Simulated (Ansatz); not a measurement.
Born–Oppenheimer molecular dynamics of a periodic cell of 16 atoms, WC (surface WC(001)). It goes on from the last frame of an earlier run, with new velocities.

Theory: Ansatz, DFT PBE, scalar-relativistic, plane waves, PAW. Settings: accuracy low, PAW set soft_1, cutoff 420 eV, k mesh 2x2x1, fermi-dirac smearing 0.1 eV, no spin polarisation.

- ensemble: NVT, Nosé–Hoover chain
- time step: 1 fs
- steps asked: 200
- set temperature: 450 K
- thermostat: time constant 200 fs, chain length 3
- atoms held: 1, 5, 9, 13
- seed: 526752

Frames 10 fs apart, positions in Å, forces in eV/Å.

Velocities at 60.0 fs (Å/ps):

```
W 0.00 0.00 0.00
C -0.81 -2.46 -0.91
W -2.40 0.31 -1.30
C -5.94 -5.68 -0.84
W 0.00 0.00 0.00
C -1.04 -0.69 -2.97
W -0.56 -0.76 1.40
C 0.60 1.86 -6.83
W 0.00 0.00 0.00
C -10.14 3.23 -2.79
W 1.74 1.07 1.60
C 2.00 3.51 2.68
W 0.00 0.00 0.00
C 7.91 6.20 -5.89
W -0.67 -2.21 -0.42
C 6.97 -3.48 -1.66
```

```xyz
16
Lattice="5.7763 0.0000 0.0000 -2.8882 5.0024 0.0000 0.0000 0.0000 16.2385" Properties=species:S:1:pos:R:3:forces:R:3 time_fs=60.0 energy_less_start_eV=0.196 T=332
W 0.000 0.000 1.000 -0.04 -0.34 -0.01
C 1.437 0.804 2.303 0.16 0.00 0.11
W -0.019 -0.110 3.937 -1.27 1.44 -0.78
C 1.371 0.818 4.972 0.43 -0.27 1.48
W -1.444 2.501 1.000 -0.23 -0.33 0.02
C -0.011 3.243 2.279 -0.01 1.16 0.64
W -1.468 2.460 3.992 -1.06 -0.83 -1.82
C -0.022 3.261 4.987 0.18 1.17 1.30
W 2.888 0.000 1.000 -0.03 -0.32 0.11
C 4.335 0.819 2.273 -0.26 -0.11 1.06
W 2.839 0.002 3.934 1.21 -1.10 -0.44
C 4.337 0.801 5.127 -0.45 -0.33 -1.09
W 1.444 2.501 1.000 0.12 -0.29 -0.29
C 2.901 3.326 2.302 -0.24 -0.16 0.21
W 1.375 2.442 3.879 1.26 0.71 -0.31
C 2.799 3.286 5.079 0.22 -0.40 -0.18
16
Lattice="5.7763 0.0000 0.0000 -2.8882 5.0024 0.0000 0.0000 0.0000 16.2385" Properties=species:S:1:pos:R:3:forces:R:3 time_fs=70.0 energy_less_start_eV=0.240 T=306
W 0.000 0.000 1.000 -0.35 0.07 -0.18
C 1.433 0.787 2.303 -0.02 0.47 0.36
W -0.046 -0.104 3.922 -0.32 0.91 -0.40
C 1.336 0.761 5.017 0.67 0.45 0.50
W -1.444 2.501 1.000 0.03 -0.23 -0.15
C -0.016 3.279 2.278 0.29 0.61 0.62
W -1.476 2.451 4.000 -0.19 -0.15 -2.43
C -0.005 3.318 4.979 0.23 0.04 1.23
W 2.888 0.000 1.000 -0.27 -0.28 -0.09
C 4.242 0.842 2.288 1.06 -0.30 0.74
W 2.859 0.010 3.948 0.00 -0.93 -0.98
C 4.340 0.817 5.115 -0.25 -0.61 -0.48
W 1.444 2.501 1.000 0.03 -0.21 -0.20
C 2.955 3.372 2.262 -1.15 -0.73 0.86
W 1.372 2.421 3.874 1.16 0.68 0.59
C 2.862 3.242 5.057 -0.92 0.20 0.00
16
Lattice="5.7763 0.0000 0.0000 -2.8882 5.0024 0.0000 0.0000 0.0000 16.2385" Properties=species:S:1:pos:R:3:forces:R:3 time_fs=80.0 energy_less_start_eV=0.267 T=292
W 0.000 0.000 1.000 -0.39 0.11 0.31
C 1.429 0.803 2.327 -0.18 0.30 -0.08
W -0.074 -0.092 3.905 1.34 0.63 0.44
C 1.349 0.736 5.098 0.11 0.46 -1.16
W -1.444 2.501 1.000 0.15 -0.03 0.69
C -0.003 3.361 2.323 -0.03 -0.56 -0.04
W -1.485 2.441 3.997 0.99 1.00 -1.94
C 0.027 3.377 5.059 -0.20 -1.21 -0.31
W 2.888 0.000 1.000 -0.22 0.03 0.48
C 4.226 0.844 2.355 1.29 -0.07 -0.57
W 2.879 0.013 3.957 -1.64 -1.37 -1.00
C 4.325 0.791 5.068 0.24 -0.11 0.63
W 1.444 2.501 1.000 -0.22 -0.06 0.22
C 2.926 3.364 2.284 -0.80 -0.68 0.46
W 1.375 2.405 3.873 0.51 0.96 1.76
C 2.859 3.212 5.035 -0.96 0.59 0.11
16
Lattice="5.7763 0.0000 0.0000 -2.8882 5.0024 0.0000 0.0000 0.0000 16.2385" Properties=species:S:1:pos:R:3:forces:R:3 time_fs=90.0 energy_less_start_eV=0.322 T=260
W 0.000 0.000 1.000 -0.29 -0.11 0.73
C 1.413 0.839 2.344 0.09 -0.46 -0.65
W -0.096 -0.078 3.890 2.26 0.21 0.83
C 1.373 0.744 5.097 -0.17 0.00 -1.23
W -1.444 2.501 1.000 0.01 0.13 1.33
C 0.009 3.402 2.366 -0.43 -1.05 -0.57
W -1.489 2.436 3.983 0.84 1.42 -0.85
C 0.042 3.352 5.119 -0.66 -0.81 -1.34
W 2.888 0.000 1.000 -0.14 0.12 1.04
C 4.305 0.839 2.381 0.17 0.08 -1.13
W 2.890 0.009 3.962 -2.13 -1.87 -0.66
C 4.326 0.756 5.065 0.20 0.56 0.77
W 1.444 2.501 1.000 -0.44 -0.02 0.45
C 2.840 3.306 2.339 0.50 0.03 -0.38
W 1.380 2.393 3.880 -0.20 1.34 1.58
C 2.789 3.225 5.020 0.39 0.41 0.10
16
Lattice="5.7763 0.0000 0.0000 -2.8882 5.0024 0.0000 0.0000 0.0000 16.2385" Properties=species:S:1:pos:R:3:forces:R:3 time_fs=100.0 energy_less_start_eV=0.255 T=307
W 0.000 0.000 1.000 -0.08 -0.42 0.25
C 1.404 0.842 2.315 0.43 -0.66 -0.35
W -0.107 -0.062 3.879 2.07 -0.11 0.80
C 1.385 0.751 5.009 -0.18 -0.60 0.31
W -1.444 2.501 1.000 -0.12 0.17 1.11
C -0.011 3.366 2.368 -0.30 -0.44 -0.56
W -1.490 2.438 3.964 0.16 0.87 -0.43
C 0.008 3.264 5.083 -0.64 0.31 -0.70
W 2.888 0.000 1.000 -0.09 -0.15 0.94
C 4.396 0.839 2.327 -1.21 0.05 -0.21
W 2.892 -0.005 3.963 -1.21 -1.64 -0.67
C 4.339 0.761 5.114 -0.38 0.36 -0.39
W 1.444 2.501 1.000 -0.53 -0.11 0.28
C 2.790 3.250 2.368 1.34 0.75 -0.68
W 1.385 2.389 3.895 -0.39 1.54 0.06
C 2.745 3.272 5.015 1.12 0.09 0.24
16
Lattice="5.7763 0.0000 0.0000 -2.8882 5.0024 0.0000 0.0000 0.0000 16.2385" Properties=species:S:1:pos:R:3:forces:R:3 time_fs=110.0 energy_less_start_eV=0.267 T=305
W 0.000 0.000 1.000 0.04 -0.75 -0.55
C 1.427 0.799 2.263 0.26 0.15 0.71
W -0.107 -0.047 3.872 1.27 -0.39 0.41
C 1.383 0.718 4.943 -0.16 -0.16 1.52
W -1.444 2.501 1.000 -0.33 0.08 0.10
C -0.050 3.297 2.328 0.56 0.44 0.05
W -1.489 2.444 3.943 -1.03 -0.10 -1.09
C -0.068 3.201 4.998 0.62 1.25 1.09
W 2.888 0.000 1.000 0.04 -0.53 0.25
C 4.399 0.841 2.258 -1.28 -0.24 0.95
W 2.886 -0.027 3.960 -0.35 -1.02 -1.20
C 4.324 0.792 5.136 -0.54 -0.23 -1.02
W 1.444 2.501 1.000 -0.34 -0.24 0.05
C 2.836 3.249 2.347 0.47 0.76 -0.31
W 1.388 2.392 3.911 0.46 1.46 -0.96
C 2.779 3.323 5.026 0.31 -0.47 0.00
16
Lattice="5.7763 0.0000 0.0000 -2.8882 5.0024 0.0000 0.0000 0.0000 16.2385" Properties=species:S:1:pos:R:3:forces:R:3 time_fs=120.0 energy_less_start_eV=0.145 T=389
W 0.000 0.000 1.000 -0.11 -0.44 -0.57
C 1.467 0.768 2.262 -0.44 0.83 1.04
W -0.100 -0.033 3.867 0.99 -0.66 0.47
C 1.369 0.675 4.983 -0.01 0.80 0.67
W -1.444 2.501 1.000 -0.27 -0.20 -0.64
C -0.048 3.258 2.292 0.89 0.72 0.62
W -1.494 2.450 3.916 -0.97 -0.22 -0.94
C -0.101 3.226 4.989 1.11 0.62 1.17
W 2.888 0.000 1.000 -0.02 -0.76 -0.36
C 4.310 0.827 2.255 0.14 -0.21 0.85
W 2.879 -0.055 3.950 -0.61 -0.15 -1.43
C 4.271 0.808 5.085 0.02 -0.33 -0.43
W 1.444 2.501 1.000 -0.03 -0.38 0.05
C 2.917 3.306 2.303 -0.83 0.16 0.35
W 1.393 2.402 3.922 0.67 0.83 -0.43
C 2.839 3.340 5.037 -0.54 -0.60 -0.41
16
Lattice="5.7763 0.0000 0.0000 -2.8882 5.0024 0.0000 0.0000 0.0000 16.2385" Properties=species:S:1:pos:R:3:forces:R:3 time_fs=130.0 energy_less_start_eV=0.089 T=434
W 0.000 0.000 1.000 -0.10 0.18 -0.11
C 1.475 0.795 2.335 -0.66 0.45 -0.10
W -0.087 -0.023 3.865 1.13 -0.76 0.91
C 1.354 0.689 5.074 0.10 0.83 -0.90
W -1.444 2.501 1.000 0.03 -0.24 -0.22
C 0.015 3.272 2.299 -0.15 0.36 0.39
W -1.503 2.455 3.884 0.46 0.40 0.36
C -0.056 3.295 5.062 0.06 -0.85 -0.38
W 2.888 0.000 1.000 -0.37 -0.48 -0.04
C 4.230 0.799 2.315 1.34 0.36 -0.17
W 2.867 -0.084 3.934 -1.54 0.50 -1.06
C 4.221 0.802 5.002 0.86 0.21 0.65
W 1.444 2.501 1.000 0.17 -0.43 0.26
C 2.942 3.374 2.283 -0.92 -0.72 0.53
W 1.401 2.418 3.932 0.11 0.36 0.23
C 2.863 3.313 5.018 -0.50 -0.15 -0.34
16
Lattice="5.7763 0.0000 0.0000 -2.8882 5.0024 0.0000 0.0000 0.0000 16.2385" Properties=species:S:1:pos:R:3:forces:R:3 time_fs=140.0 energy_less_start_eV=0.239 T=345
W 0.000 0.000 1.000 -0.06 0.38 0.34
C 1.435 0.854 2.400 -0.10 -0.57 -1.26
W -0.069 -0.017 3.868 0.77 -0.70 0.98
C 1.347 0.764 5.102 0.27 -0.04 -1.21
W -1.444 2.501 1.000 0.06 -0.06 0.30
C 0.068 3.315 2.334 -1.10 -0.06 -0.33
W -1.510 2.462 3.853 1.20 0.31 1.11
C -0.003 3.308 5.111 -0.70 -0.78 -1.17
W 2.888 0.000 1.000 -0.39 -0.06 0.67
C 4.246 0.796 2.363 0.91 0.41 -0.94
W 2.849 -0.111 3.912 -1.01 1.46 0.05
C 4.232 0.809 4.963 0.55 0.21 0.70
W 1.444 2.501 1.000 0.10 -0.30 0.60
C 2.898 3.390 2.300 -0.14 -0.88 -0.04
W 1.411 2.435 3.942 -0.59 0.14 -0.26
C 2.852 3.275 4.977 0.24 0.55 0.45
16
Lattice="5.7763 0.0000 0.0000 -2.8882 5.0024 0.0000 0.0000 0.0000 16.2385" Properties=species:S:1:pos:R:3:forces:R:3 time_fs=150.0 energy_less_start_eV=0.193 T=382
W 0.000 0.000 1.000 -0.08 0.17 0.25
C 1.387 0.873 2.375 0.55 -0.88 -0.97
W -0.047 -0.014 3.875 -0.10 -0.64 0.46
C 1.362 0.835 5.044 0.52 -1.09 -0.06
W -1.444 2.501 1.000 -0.04 0.04 0.13
C 0.041 3.354 2.345 -0.86 -0.45 -0.74
W -1.511 2.471 3.828 1.12 -0.36 1.53
C -0.004 3.264 5.076 -0.98 0.14 -0.66
W 2.888 0.000 1.000 -0.29 0.09 0.64
C 4.329 0.822 2.345 -0.35 -0.05 -0.58
W 2.825 -0.130 3.890 0.57 2.54 0.91
C 4.283 0.831 4.974 -0.32 -0.19 -0.07
W 1.444 2.501 1.000 -0.18 -0.12 0.57
C 2.842 3.341 2.316 0.58 -0.10 -0.42
W 1.417 2.454 3.950 -0.70 0.16 -1.79
C 2.857 3.278 4.969 0.56 0.73 0.82
16
Lattice="5.7763 0.0000 0.0000 -2.8882 5.0024 0.0000 0.0000 0.0000 16.2385" Properties=species:S:1:pos:R:3:forces:R:3 time_fs=160.0 energy_less_start_eV=0.234 T=365
W 0.000 0.000 1.000 -0.19 -0.31 -0.63
C 1.380 0.829 2.280 0.77 -0.12 0.59
W -0.025 -0.015 3.885 -0.94 -0.42 -0.24
C 1.417 0.829 4.978 0.34 -0.71 0.91
W -1.444 2.501 1.000 -0.33 -0.02 -0.84
C -0.049 3.360 2.304 0.39 -0.51 -0.14
W -1.507 2.478 3.811 0.13 -1.17 1.51
C -0.074 3.227 4.992 0.03 0.63 0.67
W 2.888 0.000 1.000 -0.16 0.07 -0.24
C 4.389 0.845 2.284 -1.10 -0.44 0.46
W 2.803 -0.136 3.872 1.85 2.85 0.63
C 4.313 0.838 4.982 -0.66 -0.44 -0.53
W 1.444 2.501 1.000 -0.40 -0.07 -0.03
C 2.828 3.283 2.305 0.56 0.66 0.02
W 1.420 2.474 3.950 0.01 0.13 -2.10
C 2.899 3.332 5.018 -0.32 -0.13 -0.02
16
Lattice="5.7763 0.0000 0.0000 -2.8882 5.0024 0.0000 0.0000 0.0000 16.2385" Properties=species:S:1:pos:R:3:forces:R:3 time_fs=170.0 energy_less_start_eV=0.492 T=205
W 0.000 0.000 1.000 -0.28 -0.50 -0.97
C 1.429 0.776 2.227 0.01 0.74 1.53
W -0.007 -0.017 3.894 -1.14 -0.08 -0.49
C 1.493 0.774 4.976 -0.70 0.74 0.77
W -1.444 2.501 1.000 -0.77 -0.44 -1.84
C -0.109 3.327 2.253 1.55 -0.06 0.84
W -1.502 2.479 3.801 -0.78 -1.49 1.42
C -0.139 3.235 4.956 1.33 0.34 1.18
W 2.888 0.000 1.000 0.14 -0.21 -1.18
C 4.368 0.835 2.255 -0.68 -0.42 0.85
W 2.792 -0.128 3.857 2.69 2.44 -0.12
C 4.294 0.811 4.952 -0.41 -0.31 -0.32
W 1.444 2.501 1.000 -0.34 -0.17 -0.35
C 2.854 3.274 2.294 -0.08 0.77 0.48
W 1.423 2.494 3.939 0.18 -0.50 -1.02
C 2.919 3.377 5.066 -0.73 -0.84 -0.80
```

Of the whole run (200 fs, mean temperature of the second half 347 K): The conserved energy stayed within 0.071 meV per atom of its start (net change 0.054 meV per atom), so the integration is sound. The mean temperature of the second half is 23 % below the set value. A run of 0.2 ps of so small a system gives no equilibrium averages. Limits of this set-up: coarse k mesh, thin slab, slab without dipole correction, low accuracy level.

Time of the run: 21 min on 1 thread of Arm Neoverse V1, with other jobs on the host, peak memory 0.74 GiB.
